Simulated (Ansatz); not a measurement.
A 2-atom cell of TlBr (Pm-3m) from a materials database, relaxed with r2SCAN+rVV10 in Ansatz: the symmetry is Pm-3m (No. 221, cubic); a = 3.945 Å in the conventional setting, 30.70 Å³ an atom. Tl is surrounded by 8 Br at 3.42 Å; Br is surrounded by 8 Tl at 3.42 Å. The primitive cell holds 2 atoms in 61.40 Å³. Calculated for a static, non-magnetic cell.

Computed values: PBE gives a gap of 1.78 eV and PBE0 (25 % exact exchange) 3.09 eV; one over PBE's mean ε∞ is 0.161. HSE06+SOC (4×4×4) gives a least gap of 1.77 eV and a least direct gap of 2.25 eV. r2SCAN's ε∞ is 5.67.

**Question.** What is the density?

**Answer.** The cell holds 1 Tl, 1 Br: M = 1×204.380 + 1×79.904 = 284.28 u in V = 61.40 Å³. ρ = 1.66054 × M/V = 1.66054 × 284.28/61.40 = 7.688 g/cm³, for the static r2SCAN+rVV10 lattice.

**Question.** Taking the gap as linear in the share of unscreened exchange, estimate the gap of the hybrid whose share is 1/ε∞.

**Answer.** The slope is (3.09 − 1.78)/0.25 = 5.24 eV per unit share, so E_g ≈ 1.78 + 5.24 × 0.161 = 2.62 eV. The run with that share gives 2.61 eV (4×4×4 mesh), -0.01 eV from the straight line.

**Question.** At what wavelength does absorption set in by HSE06+SOC, excitons left aside?

**Answer.** λ = 1239.84 eV nm/E: 700 nm for the least gap, where it needs phonons and is weak, and 551 nm for direct transitions. The direct edge lies in the visible range.

**Question.** What refractive index and reflectivity at normal incidence follow, below the gap and above the phonons?

**Answer.** n = √5.67 = 2.381; R = ((n − 1)/(n + 1))² = (1.381/3.381)² = 16.7 % a face.

Only the levels marked +SOC include spin-orbit coupling.

The meshes of the hybrids are coarse, so their gaps aren't converged to the digits shown.
